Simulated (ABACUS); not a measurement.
LiF and the effect of the choice of potentials or basis

```
CELL_PARAMETERS angstrom
0.00000 2.01400 2.01400
2.01400 0.00000 2.01400
2.01400 2.01400 0.00000
ATOMIC_POSITIONS crystal
F 0.50000 0.50000 0.50000
Li 0.00000 0.00000 0.00000
```

Kept alike: task equation of state; functional PBE; k mesh 8 × 8 × 8; occupations fermi-dirac, width 0.05 eV; no spin polarisation. Program: ABACUS. Cutoffs run from 544 to 1333 eV. The mesh is that of the run's cell of 2 atoms. No spin-orbit coupling.

```csv
choice of potentials or basis,volume (Å³/atom),bulk modulus (GPa)
"Ansatz NC PBE, plane waves",8.398,67.1
"GBRV ultrasoft 1.5 PBE, plane waves",8.403,67.9
"PseudoDojo NC SR 0.4.1 PBE standard, plane waves",8.375,67.5
"PseudoDojo NC SR 0.5 PBE stringent, plane waves",8.369,67.4
"SG15 ONCV 1.2 PBE, plane waves",8.379,68.5
"SPMS ONCV 1.0 PBE, plane waves",8.390,68.2
```

Volume and modulus come from cells scaled at fixed shape and fractions.

The volume runs from 8.369 (PseudoDojo NC SR 0.5 PBE stringent, plane waves) to 8.403 Å³/atom (GBRV ultrasoft 1.5 PBE, plane waves). Measured: 8.158 Å³/atom at 298.15 K (a printed reference work); nearest PseudoDojo NC SR 0.4.1 PBE standard, plane waves; PseudoDojo NC SR 0.5 PBE stringent, plane waves, 0.21 Å³/atom off. The runs are for a static lattice. The bulk modulus runs from 67.1 (Ansatz NC PBE, plane waves) to 68.5 GPa (SG15 ONCV 1.2 PBE, plane waves).
